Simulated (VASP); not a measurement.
# A VASP 6.6.1 single-point calculation on AgCl

INCAR

```
SIGMA = 0.02
ISMEAR = -1
ENCUT = 520
PREC = Accurate
NELM = 120
IBRION = -1
NSW = 0
ISIF = 2
LASPH = .TRUE.
NBANDS = 16
EDIFF = 1E-7
IVDW = 20
LCHARG = .FALSE.
LREAL = Auto
GGA = PE
LWAVE = .FALSE.
```

KPOINTS

```
KPOINTS created by Atomic Simulation Environment
0
Gamma
8 8 8
0 0 0
```

POSCAR

```
Ag Cl
 1.0000000000000000
     0.0000000000000000    2.8178419630999998    3.3106949721999999
     2.8178419630999998    0.0000000000000000    3.3106949721999999
     2.8178419630999998    2.8178419630999998    0.0000000000000000
 Ag  Cl
   1   1
Cartesian
  0.0000000000000000  0.0000000000000000  0.0000000000000000
  1.4089209815499999  1.4089209815499999  1.6553474860999999
```

The recommended PBE PAW datasets give the neutral cell 18 valence electrons.

Command

```
mpirun -np 1 vasp_std
```

Q: Predict the outcome of this run.

A: It converged. Results: gap between bands v and c on the k mesh 1.18 eV; least direct gap on the k mesh 1.18 eV; pressure -0.6 GPa. Band v is the last that the valence electrons fill when counted band by band, and c is the next.

OSZICAR

```
N       E                     dE             d eps       ncg     rms          rms(c)
DAV:   1     0.986669056394E+02    0.98667E+02   -0.83745E+03  1944   0.981E+02
DAV:   2    -0.157600379797E+01   -0.10024E+03   -0.92892E+02  2344   0.214E+02
DAV:   3    -0.559168937482E+01   -0.40157E+01   -0.40052E+01  2400   0.450E+01
DAV:   4    -0.562491887197E+01   -0.33229E-01   -0.33226E-01  2496   0.441E+00
DAV:   5    -0.562547096689E+01   -0.55209E-03   -0.55209E-03  2384   0.562E-01    0.577E+00
DAV:   6    -0.543599804313E+01    0.18947E+00   -0.28124E-01  2400   0.682E+00    0.399E+00
DAV:   7    -0.543243172159E+01    0.35663E-02   -0.10721E-01  2208   0.215E+00    0.202E+00
DAV:   8    -0.543207572047E+01    0.35600E-03   -0.58173E-03  2240   0.780E-01    0.282E-01
DAV:   9    -0.543226352190E+01   -0.18780E-03   -0.72422E-04  2368   0.353E-01    0.429E-02
DAV:  10    -0.543243380201E+01   -0.17028E-03   -0.22092E-04  2232   0.109E-01    0.380E-02
DAV:  11    -0.543244263039E+01   -0.88284E-05   -0.93951E-06  2560   0.213E-02    0.387E-03
DAV:  12    -0.543244331092E+01   -0.68053E-06   -0.77430E-07  2192   0.633E-03    0.132E-03
DAV:  13    -0.543244335553E+01   -0.44615E-07   -0.17538E-07  2392   0.352E-03
   1 F= -.58342252E+01 E0= -.58342252E+01  d E =-.132911E-10
```

For comparison, a separate PBE run of the intended cell, on usual settings and not on those above, gives a gap of 1.18 eV on its mesh and a pressure of 1.3 GPa.
